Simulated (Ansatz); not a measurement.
**ZrS₂: energy along a strain**

ZrS₂, P-3m1, a = 3.578 Å, c = 5.536 Å. Ansatz: PBEsol+D3(BJ), PAW, 420 eV, Γ-centred 12×12×6 mesh on 3 atoms, Gaussian smearing 0.03 eV; no spin polarisation. Cell vectors (Å): 3.578 0.000 0.000; -1.789 3.099 0.000; 0.000 0.000 5.536. The cell is strained by x per cent times the pattern (1 1 0 0 0 0) in the order xx yy zz yz xz xy (engineering shears), with fractional coordinates held. y is the free energy over the start, V0 = 20.464 Å³/atom. Points with a strain past 8.5 % were computed too (3) and aren't used here.

```
x (%) y (meV/atom)
-7.50        221.21
-5.00         93.16
-2.50         21.96
 0.00          0.00
 2.50             ?
 5.00         74.92
 7.50        159.61
```

Question: Fit y = c2 x² + c3 x³ to the other rows, get the stiffness along the pattern, and predict the missing energy.

Answer: Least squares on the rows shown. y = 3.3809 x² − 0.072991 x³. The clamped-ion stiffness p·C·p = 2 × 33.81 eV × 160.2 / 20.464 Å³ = 529 GPa. At x = 2.50 the fit asked for gives 19.99 meV/atom. The run gave 19.83 meV/atom, so the fit is 0.16 meV/atom too high, within the rms miss on the fitted rows (0.37 meV/atom).

Cost: 10 runs of about 1.1 core-minutes in all, on Arm Neoverse V1 (shared hosts).